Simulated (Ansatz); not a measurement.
Consider GeO2 in the rutile structure (space group P4_2/mnm, No. 136).

```yaml
crystal:
  lattice:
    - [4.48750, 0.00000, 0.00000]
    - [0.00000, 4.48750, 0.00000]
    - [0.00000, 0.00000, 2.90497]
  atoms:
    - { symbol: Ge, position: [0.00000, 0.00000, 0.00000] }
    - { symbol: Ge, position: [0.50000, 0.50000, 0.50000] }
    - { symbol: O, position: [0.30714, 0.30714, 0.00000] }
    - { symbol: O, position: [0.80714, 0.19286, 0.50000] }
    - { symbol: O, position: [0.19286, 0.80714, 0.50000] }
    - { symbol: O, position: [0.69286, 0.69286, 0.00000] }
```

Computed with Kohn–Sham DFT with the PBE functional, run in Ansatz (an electronic-structure program) with PAW and 420 eV plane waves, no SOC.

Base values:

| Quantity | Value |
|---|---|
| Density | 5.94 g/cm³ |
| Band gap | 1.23 eV |
| Width of the top valence band | 1.79 eV |
| Hole mass | 1.9 mₑ along c, 1.2 mₑ across (at Γ) |

Now apply this change: a hydrostatic pressure of 0.7 GPa.

Question: What does the calculation give for the density after the change?

Answer: The density goes up by 0.02 g/cm³ to 5.96 g/cm³.

Question: Estimate the effect on the band gap.

Answer: The band gap rises by 0.036 eV (1.23 eV → 1.26 eV).

Question: Predict the new width of the top valence band.

Answer: The width of the top valence band is still 1.79 eV.

Question: What does the calculation give for the hole mass after the change?

Answer: The hole mass stays 1.9 mₑ along c, 1.2 mₑ across (at Γ).

Load acts through the strain it causes; cell and atoms are relaxed under it. Masses are band curvatures over ±0.01 Å⁻¹ around the edge. Stability against distortions was not tested.
